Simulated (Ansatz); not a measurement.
# ¹⁷O NMR of the central transition in SiO2

Cell: a computed structure from the Materials Project (it need not be an observed phase).

Space group Pbcn (No. 60); a = 8.6878, b = 10.4382, c = 4.8414 Å.

```
site  Wyckoff  site symmetry       x       y       z
 Si1       8d              1  0.2867  0.9159  0.0606
 Si4       4c            .2.  0.0000  0.7831  0.2500
 O13       8d              1  0.8912  0.8701  0.4476
 O15       8d              1  0.3946  0.8011  0.9556
 O17       8d              1  0.1792  0.4575  0.3768
```

One atom of each set is listed.

The numbers come from a DFT calculation in Ansatz (r2SCAN, plane waves and PAW, scalar-relativistic, 500 eV cutoff, Γ-centred 3×3×5 k-points, Fermi–Dirac smearing 0.02 eV).

¹⁷O has I = 5/2 and Q = -25.58 mb (Pyykkö 2018); at 23.5 T its Larmor frequency is ν₀ = 135.7 MHz. Only the quadrupole interaction is simulated: positions count from each site's isotropic chemical shift, and J coupling is left out, as are shift anisotropy and dipolar coupling, which fast spinning averages.

Problem. What does the ¹⁷O spectrum (fast magic-angle spinning) show for each site?

Solution. 

```json
{"site": "O13", "first shell": "2 Si at 1.62 Å, angle 135°", "C_Q (MHz)": "-5.61", "η": "0.30", "P_Q (MHz)": "5.69", "δ_QIS (ppm)": "-10.6", "breadth (kHz)": "3.29"}
{"site": "O15", "first shell": "2 Si at 1.60–1.61 Å, angle 159°", "C_Q (MHz)": "-6.20", "η": "0.09", "P_Q (MHz)": "6.21", "δ_QIS (ppm)": "-12.6", "breadth (kHz)": "3.75"}
{"site": "O17", "first shell": "2 Si at 1.62 Å, angle 135°", "C_Q (MHz)": "-5.28", "η": "0.39", "P_Q (MHz)": "5.41", "δ_QIS (ppm)": "-9.53", "breadth (kHz)": "2.99"}
```

δ_QIS = −(ν_Q²/30ν₀²)[I(I+1) − 3/4](1 + η²/3) × 10⁶ ppm with ν_Q = 3|C_Q|/[2I(2I−1)]; it falls as 1/B₀² in ppm, and the breadth as 1/B₀ in kHz.

At O13 and O17 V_zz runs parallel to the line that joins its two neighbours (within 5°) in each case. At O15 V_zz points along the line of its two bonds (within 3°).

Hardware: 1 thread of Arm Neoverse V2 (aarch64; 8 cores open to the job, memory cap 2.5 GiB, no GPU), a shared host with a load of 0.5 a core. Wall time 2.5 min, CPU time 2.5 min, peak memory 1.7 GiB.
